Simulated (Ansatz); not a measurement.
Na2S (started from an entry of an open crystallographic database), relaxed with r2SCAN in the plane-wave code Ansatz: it is cubic, Fm-3m (No. 225); a = 6.511 Å in the conventional setting, 23.00 Å³ an atom. Around Na lie 4 S at 2.82 Å; around S lie 8 Na at 2.82 Å. The primitive cell holds 3 atoms in 69.00 Å³. Calculated for a static, non-magnetic cell.

Computed values: PBE gives a gap of 2.53 eV and PBE0 (25 % exact exchange) 4.20 eV; one over PBE's mean ε∞ is 0.287. HSE06 (6×6×6) gives a least gap of 3.53 eV, direct. In PBE's bands the lowest conduction level rises by 0.118 eV from Γ to the point 0.0965 1/Å along Γ–X; the direct gap at Γ is 2.53 eV. PBEsol's static dielectric constant, on its own cell, is 6.9. r2SCAN's ε∞ is 3.20.

(1) Taking the gap as linear in the share of unscreened exchange, estimate the gap of the hybrid whose share is 1/ε∞.

(2) At what wavelength does absorption set in by HSE06, excitons left aside?

(3) Estimate the electron mass at Γ from the rise of PBE's conduction level.

(4) With that mass, what binding energy and radius does a hydrogenic donor have?

(5) What refractive index and reflectivity at normal incidence follow, below the gap and above the phonons?

(6) As a gate dielectric 4 nm thick, what equivalent oxide thickness and capacitance would it have, with 3.9 for amorphous SiO₂?

Answers

(1) The slope is (4.20 − 2.53)/0.25 = 6.68 eV per unit share, so E_g ≈ 2.53 + 6.68 × 0.287 = 4.45 eV. The run with that share gives 4.45 eV (6×6×6 mesh), 0.00 eV from the straight line.

(2) λ = 1239.84 eV nm/E: 351 nm for the least gap. That lies in the ultraviolet, so by this gap the crystal is transparent to visible light.

(3) A parabola gives m*/mₑ = (ħ²/2mₑ) k²/ΔE = 3.810 × 0.0965²/0.118 = 0.301. The band flattens away from Γ; with E(1 + E/E_g) = ħ²k²/2m* the mass at the edge is 0.301/(1 + 0.118/2.53) = 0.287 (1/E_g is only a rough value for the bending). It is PBE's mass, and a gap that is too small makes it too light.

(4) E_D = 13.606 eV × m*/ε⁰² = 13.606 × 0.287/6.9² = 82 meV; a_D = 0.529 Å × ε⁰/m* = 13 Å. That is only a cell or two, so the model fails here and the numbers are a rough scale.

(5) n = √3.20 = 1.789; R = ((n − 1)/(n + 1))² = (0.789/2.789)² = 8.0 % a face.

(6) EOT = t × 3.9/κ = 4 × 3.9/6.9 = 2.26 nm; C/A = ε₀κ/t = 8.854 × 6.9/4 = 15.3 fF/µm². This takes the ideal crystal's mean κ, without interface layers.
